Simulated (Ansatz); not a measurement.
## Pb under changes of volume

One of the cells (30.323 Å³/atom); the others are scaled copies at fixed shape and fractional positions:

```xyz
1
Lattice="0.0000 2.4750 2.4750 2.4750 0.0000 2.4750 2.4750 2.4750 0.0000" Properties=species:S:1:pos:R:3 pbc="T T T"
Pb    0.0000    0.0000    0.0000
```

* Program: Ansatz 0.2.0
* Functional: PBEsol
* Potentials or basis: Ansatz PAW
* Cutoff: 420 eV (not typed: the program's choice for these potentials)
* k mesh: 9 × 9 × 9
* Occupations: fermi-dirac, width 0.05 eV
* Spin: spin-orbit coupling, no magnetisation

```csv
volume (Å³/atom),energy over the lowest point (meV/atom),pressure (GPa)
28.503,10.69,2.5
29.110,3.23,1.4
29.716,0.00,0.3
30.323,0.63,-0.6
30.929,4.71,-1.5
31.535,11.83,-2.3
32.142,?,?
```

Problem. What does the run at 32.142 Å³/atom give?

Solution. Energy over the lowest point 21.68 meV/atom; pressure -2.9 GPa.

Worked out: A Birch-Murnaghan fit of order 3 (a polynomial in V^(-2/3)) to the other rows has its minimum at 29.91 Å³/atom with B0 = V·E''(V) = 48 GPa and B' = 4.3. It gives 21.76 meV/atom at 32.142 Å³/atom, against the run's 21.68, and -dE/dV = -3.0 GPa, against -2.9.

Energies are extrapolated to zero smearing.

Caveats: the PAW data sets come from PBE, with cores solved anew for the run's functional, which leaves a small shift of forces and pressure.
